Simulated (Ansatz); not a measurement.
**How much does Cr in W(100), 2x2 scatter?**

How strong a scatterer is Cr in W(100), 2x2, and does relaxation matter?

Calculated with Ansatz 0.2.0; Ansatz plane-wave DFT, PBE, PAW files, collinear spin; ballistic transport by layer matching (Landauer), zero bias; PAW set soft_1, in the first sound run; inputs show where later runs differ.

## Step 1: The starting structure

The cell holds 72 atoms: 71 W and 1 Cr. Its edges and angles: a = 6.330 Å, b = 6.330 Å, c = 28.483 Å, α = 90.0°, β = 90.0°, γ = 90.0°. It derives from W. Regions: lead, 40 atoms (40 W); scattering region, 32 atoms (31 W and 1 Cr). The structure is stacked along c, and the current runs across the ab planes.

## Step 2: Transmission at ideal sites

The defect sits in one plane of the supercell, all atoms on ideal sites; the layers about the cell's end are the lead. The mesh across the current, 8×8, is finer than the density's, because channels open and close sharply across the zone. Energies from -0.1 to 0.1 eV in steps of 0.05 eV are too few for the program's thermal sum, so it prints no conductance; for a metal the transmission near the Fermi level serves, at a fraction of the cost.

File input.yaml:

```yaml
crystal:
  lattice:
    - [6.3296, 0.0, 0.0]
    - [0.0, 6.3296, 0.0]
    - [0.0, 0.0, 28.4832]
  atoms:
    - { symbol: W, position: [0.0, 0.0, 0.0277777778] }
    - { symbol: W, position: [0.0, 0.5, 0.0277777778] }
    - { symbol: W, position: [0.5, 0.0, 0.0277777778] }
    - { symbol: W, position: [0.5, 0.5, 0.0277777778] }
    - { symbol: W, position: [0.25, 0.25, 0.0833333333] }
    - { symbol: W, position: [0.25, 0.75, 0.0833333333] }
    - { symbol: W, position: [0.75, 0.25, 0.0833333333] }
    - { symbol: W, position: [0.75, 0.75, 0.0833333333] }
    - { symbol: W, position: [0.0, 0.0, 0.1388888889] }
    - { symbol: W, position: [0.0, 0.5, 0.1388888889] }
    - { symbol: W, position: [0.5, 0.0, 0.1388888889] }
    - { symbol: W, position: [0.5, 0.5, 0.1388888889] }
    - { symbol: W, position: [0.25, 0.25, 0.1944444444] }
    - { symbol: W, position: [0.25, 0.75, 0.1944444444] }
    - { symbol: W, position: [0.75, 0.25, 0.1944444444] }
    - { symbol: W, position: [0.75, 0.75, 0.1944444444] }
    - { symbol: W, position: [0.0, 0.0, 0.25] }
    - { symbol: W, position: [0.0, 0.5, 0.25] }
    - { symbol: W, position: [0.5, 0.0, 0.25] }
    - { symbol: W, position: [0.5, 0.5, 0.25] }
    - { symbol: W, position: [0.25, 0.25, 0.3055555556] }
    - { symbol: W, position: [0.25, 0.75, 0.3055555556] }
    - { symbol: W, position: [0.75, 0.25, 0.3055555556] }
    - { symbol: W, position: [0.75, 0.75, 0.3055555556] }
    - { symbol: W, position: [0.0, 0.0, 0.3611111111] }
    - { symbol: W, position: [0.0, 0.5, 0.3611111111] }
    - { symbol: W, position: [0.5, 0.0, 0.3611111111] }
    - { symbol: W, position: [0.5, 0.5, 0.3611111111] }
    - { symbol: W, position: [0.25, 0.25, 0.4166666667] }
    - { symbol: W, position: [0.25, 0.75, 0.4166666667] }
    - { symbol: W, position: [0.75, 0.25, 0.4166666667] }
    - { symbol: W, position: [0.75, 0.75, 0.4166666667] }
    - { symbol: W, position: [0.0, 0.0, 0.4722222222] }
    - { symbol: W, position: [0.0, 0.5, 0.4722222222] }
    - { symbol: W, position: [0.5, 0.0, 0.4722222222] }
    - { symbol: W, position: [0.5, 0.5, 0.4722222222] }
    - { symbol: Cr, position: [0.25, 0.25, 0.5277777778], spin: 2.5 }
    - { symbol: W, position: [0.25, 0.75, 0.5277777778] }
    - { symbol: W, position: [0.75, 0.25, 0.5277777778] }
    - { symbol: W, position: [0.75, 0.75, 0.5277777778] }
    - { symbol: W, position: [0.0, 0.0, 0.5833333333] }
    - { symbol: W, position: [0.0, 0.5, 0.5833333333] }
    - { symbol: W, position: [0.5, 0.0, 0.5833333333] }
    - { symbol: W, position: [0.5, 0.5, 0.5833333333] }
    - { symbol: W, position: [0.25, 0.25, 0.6388888889] }
    - { symbol: W, position: [0.25, 0.75, 0.6388888889] }
    - { symbol: W, position: [0.75, 0.25, 0.6388888889] }
    - { symbol: W, position: [0.75, 0.75, 0.6388888889] }
    - { symbol: W, position: [0.0, 0.0, 0.6944444444] }
    - { symbol: W, position: [0.0, 0.5, 0.6944444444] }
    - { symbol: W, position: [0.5, 0.0, 0.6944444444] }
    - { symbol: W, position: [0.5, 0.5, 0.6944444444] }
    - { symbol: W, position: [0.25, 0.25, 0.75] }
    - { symbol: W, position: [0.25, 0.75, 0.75] }
    - { symbol: W, position: [0.75, 0.25, 0.75] }
    - { symbol: W, position: [0.75, 0.75, 0.75] }
    - { symbol: W, position: [0.0, 0.0, 0.8055555556] }
    - { symbol: W, position: [0.0, 0.5, 0.8055555556] }
    - { symbol: W, position: [0.5, 0.0, 0.8055555556] }
    - { symbol: W, position: [0.5, 0.5, 0.8055555556] }
    - { symbol: W, position: [0.25, 0.25, 0.8611111111] }
    - { symbol: W, position: [0.25, 0.75, 0.8611111111] }
    - { symbol: W, position: [0.75, 0.25, 0.8611111111] }
    - { symbol: W, position: [0.75, 0.75, 0.8611111111] }
    - { symbol: W, position: [0.0, 0.0, 0.9166666667] }
    - { symbol: W, position: [0.0, 0.5, 0.9166666667] }
    - { symbol: W, position: [0.5, 0.0, 0.9166666667] }
    - { symbol: W, position: [0.5, 0.5, 0.9166666667] }
    - { symbol: W, position: [0.25, 0.25, 0.9722222222] }
    - { symbol: W, position: [0.25, 0.75, 0.9722222222] }
    - { symbol: W, position: [0.75, 0.25, 0.9722222222] }
    - { symbol: W, position: [0.75, 0.75, 0.9722222222] }
magnetization:
  spin_polarized: true
kpoints:
  mp_grid: { grid: [4, 4, 1] }
hamiltonian:
  xc: pbe
  pseudopotentials: { kind: paw, azcp: { folder: soft_1 } }
scf:
  occupations: { method: fermi_dirac, width: 0.1 }
output:
  transmission: { leads: [[0, 4]], kmesh: [8, 8], e_range: [-0.1, 0.1], de: 0.05 }
  write_potential: true
  write_density: true
  volumetric_format: npy
  elf: true
```

Launch:

```
> ansatz run input.yaml --threads 4 --pin off --max-ram 15360MiB --backend cpu --events-out ev --progress --plain --runs-dir out
```

Numbers of over 12 decimals in the logs are rounded to 6 here.

The program printed:

```text
Engine: ansatz 0.2.0, aarch64-unknown-linux-gnu
Pseudopotentials: kind: paw
Pseudopotential: W, paw, valence charge 14, recommended cutoff 420 eV (normal), soft_1/W.paw.azcp
Pseudopotential: Cr, paw, valence charge 14, recommended cutoff 420 eV (normal), soft_1/Cr.paw.azcp
Functional definition: PBE
  parameter kappa = 0.804
  parameter beta = 0.066725
  exchange = pbe_x(kappa = kappa, mu = beta*pi^2/3)
  correlation = pbe_c(beta = beta)
Crystal: 72 atoms, lattice volume = 1141.146 Å³
Basis set: ecut = 420 eV, 22299 PW (Γ)
Bands: 607, of which v1, the nominal top of the filled ones, is band 504 counted from 1 (503 counted from 0)
Symmetry: 16 space group operations
Space group: P4/mmm (ITA 123), of the structure as read, at distance tolerance 1.0e-4 Å
Magnetic group: BNS 123.339 (UNI 999), of the structure as read, at distance tolerance 1.0e-4 Å
k-points: 6 of 16
Non-local potential: W, projectors of the file, l = 0: 3, l = 1: 2, l = 2: 2, l = 3: 1
Non-local potential: Cr, projectors of the file, l = 0: 3, l = 1: 2, l = 2: 3, l = 3: 1
PAW form: soft (Blöchl's): semilocal exchange-correlation on the pseudo side does not see the compensation charge
PAW one-centre angular grid: W, 590 points (default); XC on 64 Gauss nodes
PAW one-centre angular grid: Cr, 590 points (default); XC on 64 Gauss nodes
Initial density: superposition of atomic densities (chi_scale 0.1, normalization cell, long waves 84 % of neutral atoms (reshape's long-wave potential 1.84 eV rms, cloud 3.01 Å wide))
Starting moments: Σ|m| = 2.5 μB on 1 of 72 sites
Initial wavefunctions: pseudopotential atomic-orbital guess
Functional: x = pbe(κ = 0.804, μ = 0.219515), c = pbe(β = 0.066725)
SCF iter   1: F=—  HF=-740795.248247 eV  |F-HF|=—  |Δ(HF+E_count)|=         —  Δρ=3.47e-2 (↑3.23e-2 ↓3.47e-2)  dr2=2.46e2  dr2_m=4.02e-1  M=1.618 μB ∫|m|=1.964 μB  β_m=0.30  ethr=3.10e-3  ⟨swp⟩=5.2  Hψ=24695  notcnv=0
Mixer restart at iter 1: flushing history
preconditioner: auto → Kerker (q_TF=auto, 2.672 Å⁻¹)  [metal: Δε(μ)=0.002 eV  Ē_g=5.354 eV  σ=0.100 eV  W_gap=0.01  n_scr=372 (ndim 8)  ℏωp=22.8 eV  f_vac=0.000  D(μ)=34.28/eV (n_scr^D=264)]
spin=Collinear: Kerker preconditioning applied to the charge; magnetization (m = ρ↑ − ρ↓) channel mixes plain (no charge-response kernel on spin).
SCF iter   2: F=—  HF=-740787.766583 eV  |F-HF|=—  |Δ(HF+E_count)|=    7.48e0  Δρ=2.63e-2 (↑2.54e-2 ↓2.63e-2)  dr2=1.36e2  dr2_m=6.52e-1  M=1.170 μB ∫|m|=1.585 μB  β_m=0.65  ethr=3.10e-3  ⟨swp⟩=2.0  Hψ=9449  notcnv=0  defer=60
SCF iter   3: F=—  HF=-740778.338572 eV  |F-HF|=—  |Δ(HF+E_count)|=    9.43e0  Δρ=6.10e-3 (↑5.73e-3 ↓6.10e-3)  dr2=4.75e0  dr2_m=2.39e-3  M=0.404 μB ∫|m|=0.799 μB  β_m=0.60  ethr=3.10e-3  ⟨swp⟩=3.5  Hψ=20975  notcnv=0  defer=73
SCF iter   4: F=—  HF=-740777.810142 eV  |F-HF|=—  |Δ(HF+E_count)|=   5.28e-1  Δρ=4.47e-3 (↑4.47e-3 ↓1.94e-3)  dr2=7.27e-1  dr2_m=2.38e-2  M=0.171 μB ∫|m|=0.505 μB  β_m=0.64  ethr=4.72e-4  ⟨swp⟩=3.2  Hψ=14421  notcnv=0  defer=61
SCF iter   5: F=—  HF=-740777.971804 eV  |F-HF|=—  |Δ(HF+E_count)|=   1.62e-1  Δρ=1.62e-3 (↑1.62e-3 ↓1.04e-3)  dr2=1.35e-1  dr2_m=1.23e-2  M=0.109 μB ∫|m|=0.360 μB  β_m=0.72  ethr=7.21e-5  ⟨swp⟩=2.2  Hψ=14188  notcnv=0  defer=45
SCF iter   6: F=—  HF=-740777.959809 eV  |F-HF|=—  |Δ(HF+E_count)|=   1.20e-2  Δρ=8.94e-4 (↑6.30e-4 ↓8.94e-4)  dr2=1.49e-2  dr2_m=4.64e-3  M=0.050 μB ∫|m|=0.205 μB  β_m=0.86  ethr=1.33e-5  ⟨swp⟩=2.1  Hψ=13045  notcnv=0  defer=34
SCF iter   7: F=—  HF=-740777.963305 eV  |F-HF|=—  |Δ(HF+E_count)|=   3.50e-3  Δρ=8.63e-4 (↑3.59e-4 ↓8.63e-4)  dr2=2.29e-2  dr2_m=1.03e-3  M=0.023 μB ∫|m|=0.108 μB  β_m=0.84  ethr=1.48e-6  ⟨swp⟩=2.0  Hψ=12619  notcnv=0  defer=34
SCF iter   8: F=—  HF=-740777.965127 eV  |F-HF|=—  |Δ(HF+E_count)|=   1.82e-3  Δρ=3.26e-4 (↑1.19e-4 ↓3.26e-4)  dr2=3.56e-3  dr2_m=3.74e-4  M=0.016 μB ∫|m|=0.072 μB  β_m=0.92  ethr=1.48e-6  ⟨swp⟩=2.0  Hψ=12703  notcnv=0  defer=34
SCF iter   9: F=—  HF=-740777.964818 eV  |F-HF|=—  |Δ(HF+E_count)|=   3.09e-4  Δρ=1.59e-4 (↑1.59e-4 ↓9.19e-5)  dr2=1.15e-3  dr2_m=2.26e-5  M=0.004 μB ∫|m|=0.024 μB  β_m=0.88  ethr=3.53e-7  ⟨swp⟩=2.0  Hψ=12713  notcnv=0  defer=34
SCF iter  10: F=—  HF=-740777.964911 eV  |F-HF|=—  |Δ(HF+E_count)|=   9.31e-5  Δρ=1.28e-4 (↑1.28e-4 ↓8.20e-5)  dr2=1.03e-3  dr2_m=6.11e-6  M=0.002 μB ∫|m|=0.014 μB  β_m=0.92  ethr=1.14e-7  ⟨swp⟩=2.2  Hψ=9261  notcnv=0  defer=28
SCF iter  11: F=—  HF=-740777.964970 eV  |F-HF|=—  |Δ(HF+E_count)|=   5.88e-5  Δρ=7.69e-5 (↑7.69e-5 ↓2.65e-5)  dr2=2.52e-4  dr2_m=7.29e-6  M=0.002 μB ∫|m|=0.012 μB  β_m=0.96  ethr=1.02e-7  ⟨swp⟩=2.0  Hψ=12564  notcnv=0  defer=28
SCF iter  12: F=—  HF=-740777.964978 eV  |F-HF|=—  |Δ(HF+E_count)|=   7.65e-6  Δρ=1.72e-5 (↑1.72e-5 ↓1.18e-5)  dr2=2.77e-5  dr2_m=4.66e-7  M=0.001 μB ∫|m|=0.003 μB  β_m=0.83  ethr=2.50e-8  ⟨swp⟩=2.0  Hψ=12689  notcnv=0  defer=28
SCF iter  13: F=—  HF=-740777.964976 eV  |F-HF|=—  |Δ(HF+E_count)|=   1.78e-6  Δρ=6.72e-6 (↑4.94e-6 ↓6.72e-6)  dr2=2.00e-6  dr2_m=2.48e-8  M=0.000 μB ∫|m|=0.001 μB  β_m=0.89  ethr=2.75e-9  ⟨swp⟩=2.0  Hψ=9625  notcnv=0  defer=28
SCF iter  14: F=—  HF=-740777.964976 eV  |F-HF|=—  |Δ(HF+E_count)|=   6.17e-9  Δρ=3.57e-6 (↑3.57e-6 ↓2.37e-6)  dr2=8.60e-7  dr2_m=8.14e-9  M=0.000 μB ∫|m|=0.000 μB  β_m=0.73  ethr=1.99e-10  ⟨swp⟩=2.0  Hψ=12702  notcnv=0  defer=28
SCF iter  15: F=—  HF=-740777.964976 eV  |F-HF|=—  |Δ(HF+E_count)|=   5.94e-8  Δρ=1.86e-6 (↑1.86e-6 ↓1.22e-6)  dr2=2.17e-7  dr2_m=1.37e-9  M=0.000 μB ∫|m|=0.000 μB  β_m=0.81  ethr=8.53e-11  ⟨swp⟩=2.0  Hψ=10535  notcnv=0  defer=28
SCF iter  16: F=—  HF=-740777.964976 eV  |F-HF|=—  |Δ(HF+E_count)|=   1.96e-8  Δρ=2.99e-7 (↑2.99e-7 ↓2.36e-7)  dr2=9.54e-9  dr2_m=5.47e-11  M=0.000 μB ∫|m|=0.000 μB  β_m=0.78  ethr=2.16e-11  ⟨swp⟩=2.1  Hψ=12701  notcnv=0  defer=28
SCF iter  17: F=-740777.964976 eV  HF=-740777.964976 eV  |F-HF|=1.33e-8  |Δ(HF+E_count)|=  8.15e-10  Δρ=4.08e-7 (↑4.08e-7 ↓3.56e-7)  dr2=1.34e-8  dr2_m=3.32e-11  M=-0.000 μB ∫|m|=0.000 μB  ethr=1.00e-12  ⟨swp⟩=4.6  Hψ=21811  notcnv=0
SCF 1 converged in 17 iterations: F = -740777.964976 eV  dr2 = 1.34e-8
  greatest PAW one-centre occupation: 1.000 electrons in one spin orbital (limit 2), on the Cr atom at site 36 (counted from 0), in its partial waves of l = 0
WARN: the starting moments were not kept: the SCF closed with an absolute magnetisation of 7.3e-5 μB, where they sum to 2.5 μB in size (1 site). That is at most 0.1 of that sum. Measured as dr2_m measures the in/out step, that magnetisation stands 2.6e-10 eV from none, at or under the dr2_threshold of 1.0e-7 eV: it is no larger than a step whose dr2_m would equal this threshold. The system may hold no moment; this SC [...]
transmission: 108 of 1080 steps passed
transmission: 216 of 1080 steps passed
[...]
transmission: 1080 of 1080 steps passed
SCF converged after 17 iterations
Magnetization: -0.0000 μB (504.0000 up, 504.0000 down)
Absolute magnetization: 0.0001 μB (∫|ρ↑−ρ↓|, with the PAW one-centre terms)
Spin contamination: 0.0000 ħ² per cell (⟨S²⟩ above its minimum at these occupations)
Per-site moments (μB) at R_I (Å): [(-1.49755567678517e-7, 1.130579), (-1.4975556752975277e-7, 1.130579), (-1.497555676038222e-7, 1.130579), (-1.4975556750824356e-7, 1.130579), (1.2339052053891214e-7, 1.130579), (1.4499007332348498e-7, 1.130579), (1.449900733172345e-7, 1.130579), (9.91530602641296e-8, 1.130579), (-1.031967498291967e-7, 1.130579), (-1.031967497187481e-7, 1.130579), (-1.0319674984647684e-7, 1.130579), ( [...]
Free energy (F): -740777.964976 eV
Harris-Foulkes:  -740777.964976 eV  (|F-HF|=1.33e-8)
Internal energy: -740776.704896 eV  (E = F + TS)
E sigma→0 (E₀):  -740777.334936 eV
Entropy (-TS):   -1.260080 eV (-17.501 meV/atom)
Fermi energy:    22.300867 eV
--- Per-component energies (eV) ---
  E_band       = -6200.362266
  E_kinetic    = 30241.468493
  E_local      = -39797.443181  (includes V_loc(G=0)·N_el)
  E_nonlocal   = -1766.871468
  E_hartree    = 16752.984457
  E_xc         = -19125.566679
  E_vxc        = -16576.465062  (∫ρ·V_xc dr)
  E_paw        = -610246.004044  (= ΣΔE_a)
  E_vpaw       = -11807.028773  (= ΣTr[D̂ρ^β])
  E_aug_tail   = 0.011274  (compensation charges beyond the density's cutoff)
  E_ewald      = -116835.283748
  E_smearing   = -1.260080  (= −TS)
  E_closure    = -0.000000  (closes the sum)
  Σ components = -740777.964976   (vs F -740777.964976, Δ=0.00e0)
--- Band table (eV; the first three rows and the last of 12) ---
  k-point 0 ↑: bands = [... 500 lower, 22.2248, 22.2336, 22.2402, 22.2402, 22.2504, 22.2523, 22.2542, 22.2826, ... 99 higher]
  k-point 1 ↑: bands = [... 500 lower, 22.1700, 22.1870, 22.2140, 22.2150, 22.2624, 22.2735, 22.3234, 22.3427, ... 99 higher]
  k-point 2 ↑: bands = [... 500 lower, 22.3596, 22.3683, 22.4002, 22.4019, 22.4332, 22.4460, 22.4715, 22.4818, ... 99 higher]
  k-point 5 ↓: bands = [... 500 lower, 21.6156, 21.6156, 21.6188, 21.6217, 22.3899, 22.4220, 22.4403, 22.4403, ... 99 higher]
--- Transmission ---
  basis      : 349 plane waves across, 36 finite elements along
  points     : 15, standing for a mesh of 8 x 8
  energies   : 5 from -0.100000 to 0.100000 eV about the Fermi level, 0.050000 eV apart; the leads are filled to 0.000000 eV, and channels, transmission and decay are at 0.000000 eV
  crystal 0  : W4, at the sites [0, 4], period 1.5824 Å, over 26.90 Å; its Hamiltonian steps by up to 0.6 meV
    offset         : up to 0.0000 Å between an atom of the period and one for which it stands
    channels       : 5.031250e0 up, 5.031250e0 down
    conductance    : none, the energies end too early or step too widely for 300 K: set another output.transmission.e_range or a lower de, or, where they end at an eighth of basis.ecutwfc, a higher one
    slowest decay  : 0.0388 /Å at (0.5000, 0.5000)
  junction   : crystal 0 to crystal 0, 0.88 to 27.79 Å
    transmission   : 4.805551e0 up, 4.805576e0 down
    conductance    : none, the energies end too early or step too widely for 300 K: set another output.transmission.e_range or a lower de, or, where they end at an eighth of basis.ecutwfc, a higher one
```

It took 24 min on 4 threads of Arm Neoverse V1, shared host; peak memory 9.1 GiB.

The column dr2 measures how far the density is from self-consistency, as an energy; F and HF (Harris–Foulkes) agree once it is small.

This step gave:

```
free energy                  : -740777.9650 eV
energy at zero smearing      : -740777.3349 eV
Fermi energy                 : 22.30 eV
cell area                    : 40.06 Å²
transmission, spin up        : 4.806
transmission, spin down      : 4.806
open channels, spin up       : 5.031
open channels, spin down     : 5.031
step of the lead's potential : 0.6 meV
```

Per spin. Transmission, zone mean, T up = T down against energy, zero at the Fermi level:

```
energy (eV)  transmission, zone mean, T up = T down
    -0.1000                                    4.65
    -0.0500                                    4.59
     0.0000                                    4.81
     0.0500                                    5.43
     0.1000                                    5.34
```

Per spin. The open channels, zone mean, lead up = lead down by energy, zero at the Fermi level:

```csv
energy (eV),"open channels, zone mean, lead up = lead down"
-0.1000,4.72
-0.0500,4.66
0.0000,5.03
0.0500,5.66
0.1000,5.53
```

Transmission over k1 and k2. At 0.0000 eV from the Fermi level, spin up.

Values, 8 rows by 8 columns:
```
 2.0  1.0  3.0  4.0  4.9  4.0  3.0  1.0
 2.0  3.0  2.0  4.0  7.6  4.0  2.0  3.0
 4.0  4.0  4.0 12.4 13.7 12.4  4.0  4.0
 3.9  4.9  7.6 13.7 13.8 13.7  7.6  4.9
 4.0  4.0  4.0 12.4 13.7 12.4  4.0  4.0
 2.0  3.0  2.0  4.0  7.6  4.0  2.0  3.0
 2.0  1.0  3.0  4.0  4.9  4.0  3.0  1.0
 0.0  2.0  2.0  4.0  3.9  4.0  2.0  2.0
```
Columns: k1 (b1) from -0.5 to 0.375; rows upwards: k2 (b2) from -0.5 to 0.375.

Open channels over k1 and k2. At 0.0000 eV from the Fermi level, spin up.

Ten even steps from '_' (0.0) to '@' (14.0):
```
..__::::--::::__
..::..--++--..::
::::--@@@@@@--::
::--++@@@@@@++--
::::--@@@@@@--::
..::..--++--..::
..__::::--::::__
__....::::::....
```
Columns: k1 (b1) from -0.5 to 0.375; rows upwards: k2 (b2) from -0.5 to 0.375.

Transmission over k1 and k2. At 0.0000 eV from the Fermi level, spin down.

Ten even steps from '_' (0.0) to '@' (13.8):
```
..__::::--::::__
..::..::++::..::
::::::%%@@%%::::
::--++@@@@@@++--
::::::%%@@%%::::
..::..::++::..::
..__::::--::::__
__....::::::....
```
Columns: k1 (b1) from -0.5 to 0.375; rows upwards: k2 (b2) from -0.5 to 0.375.

Open channels over k1 and k2. At 0.0000 eV from the Fermi level, spin down.

Ten even steps from '0' (0.0) to '9' (14.0):
```
10223220
12135312
22399932
23599953
22399932
12135312
10223220
01122211
```
Columns: k1 (b1) from -0.5 to 0.375; rows upwards: k2 (b2) from -0.5 to 0.375.

ELF in the ca plane at fractional y = 0.250, with atoms of W and Cr within 0.2 Å of it. It is the smooth field of the valence electrons, not physical close to the nuclei.

Ten even steps from '0' (0.10) to '9' (0.88), each cell a mean:
```
44444321244444311344444212344444212444443212
23443222124542122134542122234532221235432221
32431466622432566523422666413423666324314666
51221642631312633621313624612214616413216426
51321642631312633621313624612214626413216426
32431466522432566523422666414423666324314666
23443212124543122134542111234532121234432121
44444321344444311344444212344444212444443213
54344433454345433454345433444445333443444334
34444210134443200244443100244443101344442101
23442244323542344323431111124422444234423443
41331565631422655622411576203314656413215657
50221631630312622621300698302205505402216316
41331565631422655622411576203314656413315657
23442244323542344324431111124432444234422443
34444210134443200244443100244443101344442101
54344433454345433454345433444445333443444334
```
Columns run along c (16.0 Å, from fractional 0.22 to 0.78 of the cell), rows up along a (6.3 Å). Atoms in or near the plane, at fractional coordinates: W at (0.31, 0.25), W at (0.31, 0.75), W at (0.42, 0.25), W at (0.42, 0.75), Cr at (0.53, 0.25), W at (0.53, 0.75), W at (0.64, 0.25), W at (0.64, 0.75), W at (0.75, 0.25), W at (0.75, 0.75).

Valence density in the ca plane at fractional y = 0.250, with atoms of W and Cr within 0.2 Å of it. It is the smooth field of the valence electrons, not physical close to the nuclei.

Ten steps, logarithmic in the rise over the least value, from '0' (0 e/Å³) to '9' (19 e/Å³), each cell a mean:
```
00000000000000000000000000000000000000000000
10001133210001233210001233100001232100012332
31001466531002566520003566410013665310014665
51002577641003677630014677520015777510026776
51002577641003677630014677520015777510026776
31001466531002566420003566410013565310014665
10000133210001233210001232100001232100012332
00000000000000000000000000000000000000000000
00000000000000000000000000000000000000000000
10000111100000111100000000000001111100001111
21001345420001355310001344200012454210013454
41002577631003677530002788500014676410025776
51002677741003677630003899610015777510026777
41002577631003577530002688500014676410025776
21001345420001355310001344200012454210013454
10000111100000111100000000000001111100001111
00000000000000000000000000000000000000000000
```
Columns run along c (16.0 Å, from fractional 0.22 to 0.78 of the cell), rows up along a (6.3 Å). Atoms in or near the plane, at fractional coordinates: W at (0.31, 0.25), W at (0.31, 0.75), W at (0.42, 0.25), W at (0.42, 0.75), Cr at (0.53, 0.25), W at (0.53, 0.75), W at (0.64, 0.25), W at (0.64, 0.75), W at (0.75, 0.25), W at (0.75, 0.75).

(Continued in part 2 of 3.)

[Logs are printed without paths, hosts, clocks, repeated set-up lines and the standing remarks that a program may print on its own settings, such as how far it seeks lower states.]

[Hosts, paths, dates, database ids (printed as entryN), source tags and the programs' standing remarks are cut or masked in the printed files.]
